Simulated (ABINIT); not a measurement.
Input of an ABINIT 10.8.3 (patched build) run:

File run.abi:

```
ndtset 2

pp_dirpath "./"
pseudos "Sb.GGA_PBE-JTH.xml, Ga.GGA_PBE-JTH.xml"

acell 3*1.0 Angstrom
rprim
     0.0000000000     3.0590000000     3.0590000000
     3.0590000000     0.0000000000     3.0590000000
     3.0590000000     3.0590000000     0.0000000000
ntypat 2
znucl 51 31
natom 2
typat 1 2
xcart
     4.5885000000     4.5885000000     4.5885000000
     0.0000000000     0.0000000000     0.0000000000 Angstrom

ecut 17.0
pawecutdg 34.0

ixc -106131

occopt 3
tsmear 0.00183747

nstep 100

iomode 3
prtwf 0
prteig 0
prtebands 0
enunit 1
prtden1 1

kptopt1 1
ngkpt1 8 8 8
nshiftk1 1
shiftk1 0.0 0.0 0.0
nband1 18
tolvrs1 1.0e-9

iscf2 -2
getden2 1
nband2 22
nbdbuf2 2
tolwfr2 1.0e-12
kptopt2 -9
ndivsm2 6
prteig2 1
prtvol2 -3
kptbounds2
     0.0000000000     0.0000000000     0.0000000000
     0.5000000000     0.0000000000     0.5000000000
     0.5000000000     0.2500000000     0.7500000000
     0.3750000000     0.3750000000     0.7500000000
     0.0000000000     0.0000000000     0.0000000000
     0.5000000000     0.5000000000     0.5000000000
     0.6250000000     0.2500000000     0.6250000000
     0.5000000000     0.2500000000     0.7500000000
     0.5000000000     0.5000000000     0.5000000000
     0.3750000000     0.3750000000     0.7500000000
```

Potentials or basis: JTH PAW PBE v2.0.

Command:

```sh
$ abinit run.abi > log 2>&1
```

Q: Predict the band gap on the k mesh.

A: None (metal or under the smearing width).

Q: What does it give for the pressure?

A: 5.0 GPa.

Levels at the corners of the path, in eV from the Fermi level:
| point | band 11 | band 12 | band 13 | band 14 | band 15 | band 16 | band 17 | band 18 |
| --- | --- | --- | --- | --- | --- | --- | --- | --- |
| Γ | -11.54 | -0.22 | -0.04 | -0.04 | -0.04 | 2.79 | 2.79 | 2.79 |
| X | -9.14 | -6.87 | -2.57 | -2.57 | 0.96 | 1.38 | 8.60 | 8.60 |
| W | -9.10 | -6.74 | -3.31 | -3.09 | 3.59 | 4.41 | 4.44 | 4.88 |
| K | -9.21 | -6.69 | -3.56 | -2.19 | 1.47 | 3.91 | 6.58 | 6.79 |
| Γ | -11.54 | -0.22 | -0.04 | -0.04 | -0.04 | 2.79 | 2.79 | 2.79 |
| L | -9.95 | -6.39 | -1.18 | -1.18 | 0.34 | 3.80 | 3.80 | 6.69 |
| U | -9.21 | -6.69 | -3.56 | -2.19 | 1.47 | 3.91 | 6.58 | 6.79 |
| W | -9.10 | -6.74 | -3.31 | -3.09 | 3.59 | 4.41 | 4.44 | 4.88 |
| L | -9.95 | -6.39 | -1.18 | -1.18 | 0.34 | 3.80 | 3.80 | 6.69 |
| K | -9.21 | -6.69 | -3.56 | -2.19 | 1.47 | 3.91 | 6.58 | 6.79 |

Caveat: the PAW data sets were made with another functional, which shifts forces and pressure a little; spin-orbit coupling is left out, which moves the levels of the heavy elements; this crystal is a semiconductor, whose small gap the functional closes, so the metal is an error of the method.

**Experimental background.**

From a printed reference work, data compilation, for a bulk crystal of GaSb at 4.2 K: band gap 0.811 eV (direct).

Measured gap of GaSb: 0.811 eV (direct; 4.2 K; a printed reference work, data compilation). This calculation gives 0.00 eV (-0.81 eV). Spin-orbit coupling on Ga, Sb is left out. The value is that of BLYP on a finite k mesh, which can miss the band edges, without temperature or zero-point motion. Semilocal functionals fall short of measured gaps as a rule.
